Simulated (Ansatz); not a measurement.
Ansatz input file:

```yaml
crystal:
  lattice:
    - [3.9095728059, 0.0, 0.0]
    - [-1.954786403, 3.3857893679, 0.0]
    - [0.0, 0.0, 7.2033626289]
  atoms:
    - { symbol: "N", position: [0.33333333, 0.66666667, 0.3400566119] }
    - { symbol: "N", position: [0.33333333, 0.66666667, 0.1599433881] }
    - { symbol: "N", position: [0.66666667, 0.33333333, 0.833714019] }
    - { symbol: "N", position: [0.66666667, 0.33333333, 0.666285981] }
basis:
  ecutwfc: 420
kpoints:
  mp_grid: { grid: [6, 6, 4] }
hamiltonian:
  xc: pbe
scf:
  occupations: { method: gaussian, width: 0.02 }
output:
  forces: true
  stress: true
  eigenvalues: true
```

Command:
```bash
ansatz run input.yaml --threads 1 --pin off --max-ram 1331MiB --backend cpu --events-out ev --progress --plain --runs-dir out
```

Theory: Ansatz, DFT PBE, scalar-relativistic, plane waves, PAW.

From the run's log, abridged:

```
Pseudopotentials: kind: paw
Pseudopotential: N, paw, valence charge 5, recommended cutoff 420 eV (normal)
Functional definition: PBE
Crystal: 4 atoms, lattice volume = 95.351 Å³
Basis set: ecut = 420 eV, 1909 PW (Γ), exchange–correlation on 54×54×100 points (8 copies of the dense FFT grid, shifted against one another)
Bands: 14, of which v1, the nominal top of the filled ones, is band 10 counted from 1 (9 counted from 0)
Symmetry: 12 space group operations
Space group: P-6m2 (ITA 187), of the structure as read, at distance tolerance 4.6e-5 Å
k-points: 21 of 144 (time reversal used)
Initial density: superposition of atomic densities (neutral atoms: chi_scale 0, normalization atom), corrected by the library's trained network
Initial wavefunctions: pseudopotential atomic-orbital guess
Functional: x = pbe(κ = 0.804, μ = 0.21951497), c = pbe(β = 0.06672455)
SCF iter   1: F=—  HF=-1533.716018 eV  |F-HF|=—  |Δ(HF+E_count)|=         —  Δρ=2.86e-3  dr2=7.86e-3  ethr=1.77e-3  ⟨swp⟩=5.4  Hψ=1617  notcnv=0
SCF iter   2: F=—  HF=-1533.716958 eV  |F-HF|=—  |Δ(HF+E_count)|=   9.40e-4  Δρ=1.23e-3  dr2=1.62e-3  ethr=3.93e-5  ⟨swp⟩=2.7  Hψ=678  notcnv=0
SCF iter   3: F=—  HF=-1533.717186 eV  |F-HF|=—  |Δ(HF+E_count)|=   2.28e-4  Δρ=3.23e-4  dr2=1.33e-4  ethr=8.11e-6  ⟨swp⟩=2.0  Hψ=526  notcnv=0
SCF iter   4: F=—  HF=-1533.717194 eV  |F-HF|=—  |Δ(HF+E_count)|=   8.41e-6  Δρ=5.11e-5  dr2=6.09e-6  ethr=6.65e-7  ⟨swp⟩=2.7  Hψ=494  notcnv=0
SCF iter   5: F=—  HF=-1533.717138 eV  |F-HF|=—  |Δ(HF+E_count)|=   5.63e-5  Δρ=1.54e-5  dr2=6.90e-7  ethr=3.05e-8  ⟨swp⟩=2.4  Hψ=419  notcnv=0
SCF iter   6: F=-1533.717138 eV  HF=-1533.717138 eV  |F-HF|=7.78e-9  |Δ(HF+E_count)|=   1.56e-7  Δρ=4.31e-6  dr2=4.41e-8  ethr=5.00e-10  ⟨swp⟩=5.3  Hψ=1312  notcnv=0
SCF 1 converged in 6 iterations: F = -1533.717138 eV  dr2 = 4.41e-8
SCF converged after 6 iterations
Free energy (F): -1533.717138 eV
Harris-Foulkes:  -1533.717138 eV  (|F-HF|=7.78e-9)
Internal energy: -1533.717138 eV  (E = F + TS)
E sigma→0 (E₀):  -1533.717138 eV
Fermi energy:    -2.594279 eV
--- Per-component energies (eV) ---
  E_band       = -200.783486
  E_kinetic    = 482.539821
  E_local      = -1381.390260  (includes V_loc(G=0)·N_el)
  E_nonlocal   = 186.414001
  E_hartree    = 435.230286
  E_xc         = -227.568745
  E_vxc        = -287.684215  (∫ρ·V_xc dr)
  E_paw        = -504.292771  (= ΣΔE_a)
  E_vpaw       = -71.123093  (= ΣTr[D̂ρ^β])
  E_aug_tail   = 0.000343  (compensation charges beyond the density's cutoff)
  E_ewald      = -524.649812
  E_smearing   =  0.000000  (= −TS)
--- Forces (eV/Å), atoms counted from 1 ---
  atom   1  N      0.00000000     0.00000000   -14.12588902
  atom   2  N      0.00000000     0.00000000    14.12588902
  atom   3  N      0.00000000     0.00000000   -10.19770375
  atom   4  N      0.00000000     0.00000000    10.19770375
--- Stress (GPa, compression-positive) ---
        0.538455       0.000000       0.000000
        0.000000       0.538455       0.000000
        0.000000       0.000000     -50.686260
  P = ⅓ Tr σ = -16.5364 GPa (-165.364 kbar)
--- Band table (eV; the first three rows and the last of 21) ---
  k-point 0: bands = ["-22.3930", "-21.0893", "-10.7894", "-9.7879", "-6.5790", "-6.3214", "-6.3214", "-5.6513", "-5.6513", "-5.2381", "0.6703", "0.6703", "1.5343", "1.5343"]
  k-point 1: bands = ["-22.3928", "-21.0897", "-10.7118", "-9.9222", "-6.3573", "-6.3185", "-6.3185", "-5.6549", "-5.6549", "-5.4109", "0.6934", "0.6934", "1.5093", "1.5093"]
  k-point 2: bands = ["-22.3925", "-21.0900", "-10.6017", "-10.0848", "-6.3160", "-6.3160", "-5.9490", "-5.7753", "-5.6588", "-5.6588", "0.7172", "0.7172", "1.4822", "1.4822"]
  k-point 20: bands = ["-22.3494", "-21.0361", "-10.4540", "-9.9278", "-6.6730", "-6.6451", "-6.0563", "-6.0225", "-5.8357", "-5.7035", "0.3184", "0.4147", "1.0391", "1.1463"]
```

Self-consistency was reached.

The cell holds molecules, and where no dispersion correction was added their binding is poorly described.